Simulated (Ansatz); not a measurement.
## ZnSe at 6 GPa: from Born charge to LO–TO splitting and polaron coupling

All numbers below come from DFT PBEsol, scalar-relativistic, plane waves, PAW (Ansatz 0.2.0). Settings: 420 eV plane-wave cutoff, Γ-centred 8×8×8 mesh, fixed occupations. No spin polarisation. Phonons by linear response, acoustic sum rule imposed.

The cell, relaxed at 6 GPa:
```cif
data_structure
_symmetry_space_group_name_H-M 'F-43m'
_symmetry_Int_Tables_number 216
_cell_length_a 5.4903
_cell_length_b 5.4903
_cell_length_c 5.4903
_cell_angle_alpha 90.000
_cell_angle_beta 90.000
_cell_angle_gamma 90.000
_cell_volume 165.50
loop_
_atom_site_label
_atom_site_type_symbol
_atom_site_symmetry_multiplicity
_atom_site_Wyckoff_symbol
_atom_site_fract_x
_atom_site_fract_y
_atom_site_fract_z
_atom_site_occupancy
Zn1 Zn 4 a 0.00000 0.00000 0.00000 1
Se1 Se 4 c 0.25000 0.25000 0.25000 1
```

 The run warned that the force constants aren't converged on this k mesh, so the frequencies and all that is formed from them are rough.

Linear response gives ν_TO = 237.5 cm⁻¹, Born charges ±1.896 e (positive on Zn) and ε∞ = 7.274. The primitive cell holds 41.375 Å³, and the masses are 65.380 and 78.971 amu.

Problem. Find ν_LO and the static dielectric constant.

Solution. The long-wave field adds a restoring force: ω_LO² − ω_TO² = Z*²e²/(ε_vac ε∞ μV). In these units ν_LO² − ν_TO² = 4.92064×10⁷ Z*²/(μ V ε∞) cm⁻², with μ = m₁m₂/(m₁ + m₂) = 35.768 amu: 16437 cm⁻². So ν_LO = √(237.5² + 16437) = 269.9 cm⁻¹, and the run gives 269.9. Lyddane–Sachs–Teller then gives ε0 = ε∞ (ν_LO/ν_TO)² = 9.39, against 9.39 in the run (it forms both from the same three quantities, so the match checks the arithmetic only). Between ν_TO and ν_LO the dielectric function is negative and an undamped crystal reflects fully: a reststrahlen band from 37.1 to 42.1 μm.

Problem. What do the Clausius–Mossotti polarisability and the Szigeti charge come to?

Solution. With the Lorentz local field, α = (3V/4π)(ε∞ − 1)/(ε∞ + 2) = 6.68 Å³ for the pair, and e_S = 3Z*/(ε∞ + 2) = 0.61 e. The Born charge includes the electrons' response to the dipole's own local field, and e_S takes that enhancement out. The Lorentz field assumes point-like polarisable ions, a poor picture once ε∞ is this large, since the electron clouds then overlap or are shared, so both numbers are formal here.

Problem. How strongly does a slow electron couple to the LO mode?

Solution. For one isotropic parabolic band, Fröhlich's constant is α_F = (1/ε∞ − 1/ε0) √(m* Ry/ħω_LO), with Ry = 13.606 eV, ħω_LO = 33.5 meV and m* in free-electron masses: α_F = 0.0310 × 20.16 × √m* = 0.63 √m*. The band mass isn't part of this run; for m* = 0.1, 0.3 and 1 it gives 0.20, 0.34, 0.63. In weak coupling the polaron lies α_F ħω_LO below the band edge (11 meV at m* = 0.3) with a mass m*(1 + α_F/6); past α_F of about 5 or 6 that expansion fails. A semilocal functional's ε∞ tends to be too large, which taken alone lowers α_F.

Cost: 1 run of about 2.4 core-minutes, on Intel Xeon Processor @ 2.50GHz (Skylake/Cascade Lake) (shared hosts).

The modest LO–TO splitting reflects polar but substantially covalent sp³ bonding: displacing the sublattices creates a sizeable dipole, yet the polarisable valence electrons screen much of its long-range field. The Born charge of 1.896 e measures this dynamical polarisation, including charge flow along the bonds, and so isn't evidence of nearly complete static transfer from Zn to Se. Electrons also supply most of the static dielectric response, leaving only a small ionic part to drive Fröhlich coupling.

The calculated ε∞ lies above the value measured for ZnSe at ambient pressure, probably because the semilocal functional makes the gap too small and virtual interband transitions too easy. For a given Born charge and volume, that excess screening would also narrow the splitting.

Weak coupling is plausible for conduction electrons, whose zone-centre band is s-like and light. It doesn't carry over directly to holes, since the Se 4p valence-band top is degenerate and warped and needs a multiband treatment.
